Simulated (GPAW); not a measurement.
# CdSe (Cadmoselite) (P6_3mc) in GPAW: settings compared

Aim: see how the results for CdSe (Cadmoselite) move with the level of theory and the settings. Levels: AM05, C09-vdW, PBE, SOGGA. Tasks: band structure.

Everything below comes from runs of GPAW 26.7.0. Logs are shortened: lines on timing, memory, paths and dates and some standing lists are left out, and cuts for length are marked. The log counts tension as positive stress, the text compression.

**Measured values to compare with.**

From a printed reference work, data compilation, for a bulk crystal of CdSe at 2 K: band gap 1.841 eV.

The runs below are set against these values where they give the same quantity.

## (1) Starting point

The structure is hexagonal, space group P6_3mc (No. 186). Conventional cell: a = 4.300 Å, b = 4.300 Å, c = 7.020 Å, α = 90.00°, β = 90.00°, γ = 120.00°. Cd (site symmetry 3m) is surrounded by 4 Se at 2.61 to 2.70 Å. Se (site symmetry 3m) is surrounded by 4 Cd at 2.61 to 2.70 Å.

## (2) Band structure, AM05, spin-orbit coupling, no magnetisation

run.py

```python
import numpy as np
from ase.dft.bandgap import bandgap
from ase.io import write
from ase.spacegroup import crystal
from ase.units import GPa
from gpaw import GPAW, PW, setup_paths
from gpaw.spinorbit import soc_eigenstates

setup_paths.insert(0, '.')

# Cd 2b
# Se 2b
atoms = crystal(['Cd', 'Se'],
                basis=[[0.6666666667, 0.3333333333, 0.5],
                       [0.6666666667, 0.3333333333, 0.885]],
                spacegroup=186, setting=1,  # P6_3mc
                cellpar=[4.3, 4.3, 7.02, 90.0, 90.0, 120.0],
                primitive_cell=True)

calc = GPAW(mode=PW(600),
            xc='AM05',
            kpts={'size': (5, 5, 3), 'gamma': True},
            occupations={'name': 'fermi-dirac', 'width': 0.05},
            nbands=31,
            convergence={'density': 1e-05, 'energy': 1e-05},
            maxiter=150,
            txt='gpaw.txt')
atoms.calc = calc
energy = atoms.get_potential_energy()
forces = atoms.get_forces()
stress = atoms.get_stress()
calc.write('gs.gpw')
write('result.traj', atoms)
print(f'Energy: {energy:.6f} eV')
print('Forces (eV/A):')
print(forces.round(4))
print('Stress (GPa):', (stress / GPa).round(3))
print('Fermi level:', round(calc.get_fermi_level(), 4), 'eV')
print(f'Gap: {bandgap(calc)[0]:.4f} eV, direct: {bandgap(calc, direct=True)[0]:.4f} eV')

path = atoms.cell.bandpath('GMKGALHA,LM,KH', npoints=60, eps=1e-4)
bs_calc = calc.fixed_density(kpts=path, symmetry='off', nbands=52,
                             convergence={'bands': 'CBM+6.0', 'eigenstates': 1e-6}, txt='bands.txt')
bs = bs_calc.band_structure()
bs.write('bs.json')
print(f'Gap on the path: {bandgap(bs_calc)[0]:.4f} eV')

soc = soc_eigenstates(bs_calc, theta=90, phi=0)
np.savetxt('soc_bands.dat', soc.eigenvalues(), fmt='%.4f')
mesh = soc_eigenstates('gs.gpw', theta=90, phi=0)
np.savetxt('soc_mesh.dat', mesh.eigenvalues(), fmt='%.4f')
print('Fermi level with spin-orbit coupling:', round(mesh.fermi_level, 4), 'eV')
```

Potentials or basis: PAW data sets generated in the run's folder for this functional, pw.

The run is started by

```sh
gpaw-setup -f AM05 Cd Se
OMP_NUM_THREADS=1 python run.py
```

gpaw.txt:

```text
__  _  _
 | _ |_)|_||  |
 |__||  | ||/\| - 26.7.0

Input parameters:
  mode=PW(ecut=600.0),
  convergence={'density': 1e-05, 'energy': 1e-05},
  kpts=MonkhorstPack(size=(5, 5, 3), gamma=True),
  maxiter=150,
  nbands=31,
  occupations=Occupations(name='fermi-dirac', width=0.05),
  xc=XC(name='AM05')

Diagonalizing LCAO Hamiltonian
Converting LCAO to pw mode

            Se

        Se  Cd

        Cd

Atoms  # Å, Bohr magnetons
|   | symbol |         x |        y |        z |    initial magnetic moments |
|---|--------|-----------|----------|----------|-----------------------------|
| 0 |     Cd |  2.150000 | 1.241303 | 3.510000 | ( 0.0000,  0.0000,  0.0000) |
| 1 |     Cd | -0.000000 | 2.482606 | 0.000000 | ( 0.0000,  0.0000,  0.0000) |
| 2 |     Se |  2.150000 | 1.241303 | 6.212700 | ( 0.0000,  0.0000,  0.0000) |
| 3 |     Se | -0.000000 | 2.482606 | 2.702700 | ( 0.0000,  0.0000,  0.0000) |

Unit cell  # Å
| periodic |         x |        y |        z |  lengths |     angles |
|----------|-----------|----------|----------|----------|------------|
|      yes |  4.300000 | 0.000000 | 0.000000 | 4.300000 |  90.000000 |
|      yes | -2.150000 | 3.723909 | 0.000000 | 4.300000 |  90.000000 |
|      yes |  0.000000 | 0.000000 | 7.020000 | 7.020000 | 120.000000 |

Number of symmetries: 6
Symmetry operations  # r_c * U_cc + t_c -> r_c
|   | kind |            matrix            |
|---|------|------------------------------|
| 0 |  σ   |  1, 1, 0,  0,-1, 0,  0, 0, 1 |
| 1 |  E   |  1, 0, 0,  0, 1, 0,  0, 0, 1 |
| 2 |  C3  |  0, 1, 0, -1,-1, 0,  0, 0, 1 |
| 3 |  σ   |  0,-1, 0, -1, 0, 0,  0, 0, 1 |
| 4 |  σ   | -1, 0, 0,  1, 1, 0,  0, 0, 1 |
| 5 |  C3  | -1,-1, 0,  1, 0, 0,  0, 0, 1 |

BZ-sampling:
  Number of BZ points: 75
  Number of IBZ points: 12

  Monkhorst-Pack size: [5, 5, 3]
  Monkhorst-Pack shift: [0, 0, 0]

K-points  # in reciprocal-cell coordinates
|     |                                coordinates |     weight |
|-----|--------------------------------------------|------------|
|   0 | (  0.00000000,   0.00000000,   0.00000000) | 0.01333333 |
|   1 | (  0.00000000,   0.00000000,   0.33333333) | 0.02666667 |
|   2 | (  0.20000000,   0.00000000,  -0.33333333) | 0.08000000 |
|   3 | (  0.20000000,   0.00000000,   0.00000000) | 0.08000000 |
|   4 | (  0.20000000,   0.00000000,   0.33333333) | 0.08000000 |
|   5 | (  0.40000000,  -0.20000000,   0.00000000) | 0.08000000 |
|   6 | (  0.40000000,  -0.20000000,   0.33333333) | 0.16000000 |
|   7 | (  0.40000000,   0.00000000,  -0.33333333) | 0.08000000 |
|   8 | (  0.40000000,   0.00000000,   0.00000000) | 0.08000000 |
|   9 | (  0.40000000,   0.00000000,   0.33333333) | 0.08000000 |
| ... |                                            |            |
|  11 | (  0.40000000,   0.40000000,   0.33333333) | 0.16000000 |

Plane wave coefficients: 3791
Cutoff: 600.0 eV

Spin-components: 1 (collinear spins)
Bands:           31
Projectors:      22
Spin-degeneracy: 2
Datatype:        complex128

Parallelization:
  kpt:    1
  domain: 1
  band:   1

Density:
  Valence electrons: 36.0
  Components: 1
  Grid points: [25 25 40]
  Charge: 0.0  # |e|

Potential:
  Grid points: [25 25 40]

species:
  Cd:
    name:    Cadmium
    Z:       48.0
    valence: 12
    core:    36
    charge:  0.0  # [|e|]
    compensation charges:
      type: gauss
      rc: 0.38  # [Å]
      lmax: 2
    cutoffs:
      filter: 2.12  # [Å]
      core: 2.62  # [Å]
    projectors
    | kind |    occ | energy [eV] | rcut [Å] |
    |------|--------|-------------|----------|
    |   5s |  2.000 |      -5.642 |    1.191 |
    |   5p |  0.000 |      -1.115 |    1.228 |
    |   4d | 10.000 |     -11.724 |    1.164 |
    |    s |        |      21.569 |    1.191 |
    |    p |        |      26.096 |    1.228 |
    |    d |        |      15.487 |    1.164 |

    Using partial waves for Cd as LCAO basis

  Se:
    name:    Selenium
    Z:       34.0
    valence: 6
    core:    28
    charge:  0.0  # [|e|]
    compensation charges:
      type: gauss
      rc: 0.27  # [Å]
      lmax: 2
    cutoffs:
      filter: 1.77  # [Å]
      core: 2.67  # [Å]
    projectors
    | kind |    occ | energy [eV] | rcut [Å] |
    |------|--------|-------------|----------|
    |   4s |  2.000 |     -17.239 |    0.847 |
    |   4p |  4.000 |      -6.475 |    1.005 |
    |    s |        |       9.972 |    0.847 |
    |    p |        |      20.736 |    1.005 |
    |    d |        |       0.000 |    0.847 |

    Using partial waves for Se as LCAO basis

Reference energy: -436127.686867  # eV

eigensolver:
  PPCG
  Converge bands: occupied
  niter=2

density mixing:
  MSR1-Mixer
  Pratt-step length: 0.05
  Maximum mixing coefficient: 0.75
  Old densities: 10
  SVD Regularization: 0.005
  Good broyden scale: 1.0
  Trust region scale: 1.0
  Backstep threshold: 4.0
  History deletion threshold: 6.0
  Fourier metric: weight=20.0, sigma=0.015

occupation numbers:
  Fermi-Dirac:
    width: 0.0500  # eV

poisson solver:
  ecut: 4800.0  # eV

xc functional:
  name: AM05 with 2 nearest neighbor stencil

convergence criteria:
- Maximum integral of absolute [dens]ity change: 1e-05 electrons / valence electron
- Maximum [total energy] change in last 3 cyles: 1e-05 eV / valence electron
- Maximum integral of absolute [eigenst]ate change: 4e-08 eV^2 / valence electron
maximum number of iterations: 150

SCF iterations
|iter     | |      energy | eigst |  dens |
|---------|-|-------------|-------|-------|
|iter:   1| |  -12.426193 | -0.55 |       |
|iter:   2| |  -12.278307 | -2.49 | -1.18 |
|iter:   3| |  -11.738259 | -1.52 | -1.23 |
|iter:   4| |  -11.733485 | -3.31 | -1.79 |
|iter:   5| |  -11.732381 | -3.76 | -2.25 |
|iter:   6| |  -11.732432 | -5.17 | -2.96 |
|iter:   7| |  -11.732440c| -6.24 | -3.53 |
|iter:   8| |  -11.732439c| -7.03 | -4.06 |
|iter:   9| |  -11.732439c| -7.70c| -4.81 |
|iter:  10| |  -11.732439c| -7.97c| -5.26c|

Converged in 10 steps
Energy contributions relative to reference atoms: (reference = -436127.686867)

Energy contributions:
  Kinetic:          36.579716
  Coulomb:         -33.056938
  Zero:              0.113434
  External:          0.000000
  Xc:              -15.368631
  Entropy:          -0.000043
  Spinorbit:         0.000000
  ----------------------------
  Free energy:     -11.732460
  Extrapolated:    -11.732439

dipole moment: (0.000005, 0.000011, -18.401478)  # |e|*Ang

Fermi level: 3.936
Eigenvalues  # (at kpt = [0.000, 0.000, 0.000])
| band index |      eig [eV] | occ [0-2] |
|------------|---------------|-----------|
|          0 |        -9.026 |     2.000 |
|        ... |               |           |
|         10 |        -3.897 |     2.000 |
|         11 |        -3.611 |     2.000 |
|         12 |        -0.694 |     2.000 |
|         13 |         2.844 |     2.000 |
|         14 |         2.844 |     2.000 |
|         15 |         3.562 |     1.999 |
[... 8 lines left out ...]
|         24 |        10.514 |     0.000 |
|         25 |        11.306 |     0.000 |
|        ... |               |           |
|         30 |        14.604 |     0.000 |

Gap: 0.673 eV
Transition (v -> c):
  (s=0, k=0, n=17, [0.00, 0.00, 0.00]) -> (s=0, k=0, n=18, [0.00, 0.00, 0.00])
No difference between direct/indirect transitions

Forces  # eV/Ang
|        x |        y |        z |
|----------|----------|----------|
|  0.00000 |  0.00000 |  0.26241 |  # Cd   0
|  0.00000 | -0.00000 |  0.26271 |  # Cd   1
| -0.00000 |  0.00000 | -0.26269 |  # Se   2
|  0.00000 |  0.00000 | -0.26258 |  # Se   3

Stress tensor  # eV/Ang^3
|         x |         y |         z |
|-----------|-----------|-----------|
| -0.006903 | -0.000000 | -0.000000 |
|  0.000000 | -0.006903 |  0.000000 |
| -0.000000 |  0.000000 |  0.004292 |

# Writing to gs.gpw (mode='')
```

Wall time 73 s (1 thread of AMD EPYC 9R14 (Zen 4), shared host); peak memory 0.51 GiB.

What came out:

```
Free energy             : -11.7325 eV
Pressure                : 0.5 GPa
Largest force           : 0.263 eV/Å
Band gap on the k mesh  : 0.55 eV, direct
Band gap along the path : 0.55 eV, direct
```

Forces in eV/Å, atoms in the order of the input:
```
Cd   0.000  0.000  0.262
Cd   0.000  0.000  0.263
Se   0.000  0.000 -0.263
Se   0.000  0.000 -0.263
```

Stress tensor (GPa, compression positive):
```
 1.11  0.00  0.00
 0.00  1.11  0.00
 0.00  0.00 -0.69
```

Levels at the corners of the path, in eV from the valence-band top:
```tsv
point	band 34	band 35	band 36	band 37	band 38	band 39
Γ	0.00	0.00	0.00	0.55	0.55	1.95
M	-1.40	-0.95	-0.95	3.05	3.05	3.18
K	-1.93	-1.82	-1.82	4.29	4.29	4.46
Γ	0.00	0.00	0.00	0.55	0.55	1.95
A	-0.38	-0.38	-0.38	2.17	2.17	2.17
L	-1.38	-1.38	-1.38	2.85	2.85	2.85
H	-1.23	-1.17	-1.17	3.60	3.60	3.67
A	-0.38	-0.38	-0.38	2.17	2.17	2.17
L	-1.38	-1.38	-1.38	2.85	2.85	2.85
M	-1.40	-0.95	-0.95	3.05	3.05	3.18
K	-1.93	-1.82	-1.82	4.29	4.29	4.46
H	-1.23	-1.17	-1.17	3.60	3.60	3.67
```

Caveat: spin-orbit coupling was added after a scalar SCF, so levels and gaps hold it while energy, forces, pressure and moments don't; this program's spin-orbit splittings come out too wide for heavy elements.

## (3) Band structure, C09-vdW, spin-orbit coupling, no magnetisation

Edit run.py of step 2 so:

```diff
@@ -4,7 +4,4 @@
 from ase.spacegroup import crystal
-from ase.units import GPa
-from gpaw import GPAW, PW, setup_paths
+from gpaw import GPAW, PW
 from gpaw.spinorbit import soc_eigenstates
-
-setup_paths.insert(0, '.')
 
@@ -20,3 +17,3 @@
 calc = GPAW(mode=PW(600),
-            xc='AM05',
+            xc={'name': 'C09-vdW', 'backend': 'libvdwxc'},
             kpts={'size': (5, 5, 3), 'gamma': True},
@@ -30,3 +27,2 @@
 forces = atoms.get_forces()
-stress = atoms.get_stress()
 calc.write('gs.gpw')
@@ -36,3 +32,2 @@
 print(forces.round(4))
-print('Stress (GPa):', (stress / GPa).round(3))
 print('Fermi level:', round(calc.get_fermi_level(), 4), 'eV')
@@ -40,3 +35,3 @@
 
-path = atoms.cell.bandpath('GMKGALHA,LM,KH', npoints=60, eps=1e-4)
+path = atoms.cell.bandpath('GMKGALHA,LM,KH', npoints=80, eps=1e-4)
 bs_calc = calc.fixed_density(kpts=path, symmetry='off', nbands=52,
@@ -47,5 +42,5 @@
 
-soc = soc_eigenstates(bs_calc, theta=90, phi=0)
+soc = soc_eigenstates(bs_calc, theta=54.7, phi=45)
 np.savetxt('soc_bands.dat', soc.eigenvalues(), fmt='%.4f')
-mesh = soc_eigenstates('gs.gpw', theta=90, phi=0)
+mesh = soc_eigenstates('gs.gpw', theta=54.7, phi=45)
 np.savetxt('soc_mesh.dat', mesh.eigenvalues(), fmt='%.4f')
```

Potentials or basis: GPAW PAW data sets (gpaw-data 1.2.1), pw.

The run is started by

```sh
OMP_NUM_THREADS=1 python run.py
```

Run time: 82 s. Hardware: 1 thread of AMD EPYC 9R14 (Zen 4), shared host; peak memory 0.64 GiB.

The run converged. Its results:

```yaml
Free_energy: 150.8806 eV
Largest_force: 0.289 eV/Å
Band_gap_on_the_k_mesh: 0.46 eV, direct
Band_gap_along_the_path: 0.46 eV, direct
```

Forces on the atoms (eV/Å):
```
Cd   0.000  0.000  0.289
Cd   0.000  0.000  0.289
Se   0.000  0.000 -0.289
Se   0.000  0.000 -0.289
```

Levels at the corners of the path, in eV from the valence-band top:
```csv
point,band 33,band 34,band 35,band 36,band 37,band 38,band 39,band 40
Γ,-0.01,-0.01,0.00,0.00,0.46,0.46,1.91,1.91
M,-1.42,-1.42,-0.94,-0.94,3.00,3.00,3.10,3.10
K,-1.98,-1.94,-1.83,-1.83,4.09,4.09,4.47,4.65
Γ,-0.01,-0.01,0.00,0.00,0.46,0.46,1.91,1.91
A,-0.38,-0.38,-0.38,-0.38,2.12,2.12,2.12,2.12
L,-1.39,-1.39,-1.39,-1.39,2.75,2.75,2.75,2.75
H,-1.22,-1.22,-1.16,-1.16,3.56,3.56,3.63,3.63
A,-0.38,-0.38,-0.38,-0.38,2.12,2.12,2.12,2.12
L,-1.39,-1.39,-1.39,-1.39,2.75,2.75,2.75,2.75
M,-1.42,-1.42,-0.94,-0.94,3.00,3.00,3.10,3.10
K,-1.98,-1.94,-1.83,-1.83,4.09,4.09,4.47,4.65
H,-1.22,-1.22,-1.16,-1.16,3.56,3.56,3.63,3.63
```

Caveat: spin-orbit coupling was added after a scalar SCF, so levels and gaps hold it while energy, forces, pressure and moments don't; this program's spin-orbit splittings come out too wide for heavy elements; the PAW data sets were made with another functional, which shifts forces and pressure a little.

(Part 1 of 3 ends here.)
